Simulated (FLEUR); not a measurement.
**Ti: equation of state with SCAN**

The system is Ti.

```xyz
1
Lattice="0.0000 2.0300 2.0300 2.0300 0.0000 2.0300 2.0300 2.0300 0.0000" Properties=species:S:1:pos:R:3 pbc="T T T"
Ti    0.0000    0.0000    0.0000
```

This isn't the form of Ti at room conditions, which is hcp.

```json
{"Program": "FLEUR MaX-R8.1 (later development tree)", "Task": "equation of state", "Functional": "SCAN", "Potentials or basis": "all-electron", "Basis": "FLAPW", "Kmax": "4.1 1/bohr", "k mesh": "11 × 11 × 11", "Occupations": "fermi-dirac, width 0.05 eV", "Spin": "no spin polarisation"}
```

The equilibrium volume is 17.17 Å³/atom and the bulk modulus is 113 GPa.

Energy against volume, from the lowest point:
```tsv
volume (Å³/atom)	energy (meV/atom)
15.727	47.88
16.062	27.09
16.731	2.89
17.400	0.00
17.735	4.92
```

Caveat: the meta-GGA is that of a development version, with a GGA for the radial functions and cores and without core tails. Zero-point motion and thermal expansion aren't in these numbers.
